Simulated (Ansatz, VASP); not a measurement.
# Te in VASP and in Ansatz

```
CELL_PARAMETERS angstrom
4.44693 0.00000 0.00000
-2.22346 3.85115 0.00000
0.00000 0.00000 5.91492
ATOMIC_POSITIONS crystal
Te 0.26900 0.00000 0.16667
Te 0.00000 0.26900 0.83333
Te 0.73100 0.73100 0.50000
```

Alike in both runs: task single point; functional PBEsol; k mesh 6 × 6 × 4; occupations gaussian, width 0.1 eV; no spin polarisation.

```csv
,VASP,Ansatz
version,VASP 6.6.1,Ansatz 0.2.0
potentials or method,"VASP PAW PBE potentials, release 64 (Te)","scalar-relativistic, plane waves, PAW"
plane-wave cutoff (eV),520,420
valence electrons in the cell,18,48
```

Ansatz gave:

* gap on the k mesh at the Fermi level (eV): 0.15
* least direct gap on the mesh (eV): 0.15
* pressure (GPa): -0.7
* largest component of the traceless stress (GPa): 0.23
* rms of the force components (eV/Å): 0.068

**Question.** Estimate VASP's values.

**Answer.** gap on the k mesh at the Fermi level (eV): 0.13; least direct gap on the mesh (eV): 0.13; pressure (GPa): -0.6; largest component of the traceless stress (GPa): 0.28; rms of the force components (eV/Å): 0.082.

Atom by atom the forces differ by 0.014 eV/Å (rms over components). The two sets of potentials don't hold the same shells in valence.

Caveats: the PAW data sets were made with another functional, which shifts forces and pressure a little (VASP); spin-orbit coupling is left out, which moves the levels of the heavy elements.
